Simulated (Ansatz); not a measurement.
Calculated with Ansatz (gas phase, PBE0-D4/def2-TZVP geometries, no zero-point term in ΔE). CCSD(T)/CBS adds triple-zeta CCSD(T) − MP2 to the extrapolated MP2 energy (def2 sets, frozen cores). This one scheme is used for every species. Functionals use def2-TZVPP. B3LYP here is the variant with VWN-RPA as its local correlation; programs differ in this. For Zn outer-core shells are correlated without core-valence functions, which leaves a few kJ/mol of doubt a bond. Scalar relativity is left out up to krypton. One conformer a species, not always the lowest.

Reaction (ligand exchange at a Zn–C bond): `C[CH2][Zn][CH2]C` + H₂S → `C[CH2][Zn][SH]` + `CC`

`C[CH2][Zn][CH2]C`:

Cartesian coordinates in Å:
```
C -2.038 -1.713 -0.405
C -1.084 -1.605 0.785
Zn 0.263 -0.190 0.657
C 1.609 1.225 0.527
C 1.572 2.050 -0.760
H -1.506 -1.912 -1.339
H -2.767 -2.520 -0.276
H -2.608 -0.792 -0.556
H -0.559 -2.557 0.930
H -1.654 -1.444 1.707
H 2.596 0.763 0.646
H 1.490 1.883 1.396
H 0.613 2.558 -0.892
H 2.347 2.824 -0.774
H 1.727 1.430 -1.647
```

H₂S:

Cartesian coordinates in Å:
```
S 0.082 -0.213 -0.576
H 0.918 0.146 0.410
H -1.000 0.067 0.166
```

`C[CH2][Zn][SH]`:

```xyz
10

C    -0.088    0.102   -1.470
C    -0.639   -0.643   -0.256
Zn    0.105   -0.087    1.457
S     0.925    0.519    3.384
H     0.993   -0.027   -1.574
H    -0.544   -0.255   -2.400
H    -0.278    1.177   -1.413
H    -1.725   -0.521   -0.196
H    -0.461   -1.719   -0.356
H     1.713    1.455    2.825
```

`CC`:

Cartesian coordinates in Å:
```
C 0.236 -0.244 0.679
C -0.236 0.244 -0.679
H 0.149 0.539 1.436
H -0.352 -1.099 1.022
H 1.283 -0.556 0.649
H -0.149 -0.539 -1.437
H 0.351 1.099 -1.022
H -1.283 0.556 -0.649
```

| level | ΔE (eV) |
| --- | --- |
| revPBE-D4 | -1.35 |
| PBE0-D4 | -1.43 |
| BHLYP-D4 | -1.51 |
| ωB97X-V | -1.42 |
| ωB97M-V | -1.41 |
| B3LYP | -1.44 |
| MP2/def2-SVP | -1.29 |
| SCS-MP2/def2-TZVPP | -1.39 |

(1) What does CCSD(T)/CBS give? (Estimate.)

Largest T1 diagnostic among the species: 0.013.

Results:

(1) The calculation gave: -1.43 eV. The listed levels differ from it by 0.08, 0.00, -0.08, 0.01, 0.02, -0.01, 0.14, 0.04 eV.

From r2SCAN to r2SCAN0 (25 % exact exchange), in def2-TZVPP and without D4, ΔE moves by −0.05 eV. In def2-TZVPP, CCSD(T) changes the Hartree–Fock value by +0.29 eV (the triples alone add +0.03 eV) and MP2 by +0.28 eV. At CCSD(T), def2-SVP lies +0.15 eV from the extrapolated value and def2-TZVPP +0.06 eV.

CCSD(T)/CBS has its own doubt, a few kJ/mol and more with outer-core shells, so smaller differences from it don't rank the levels.
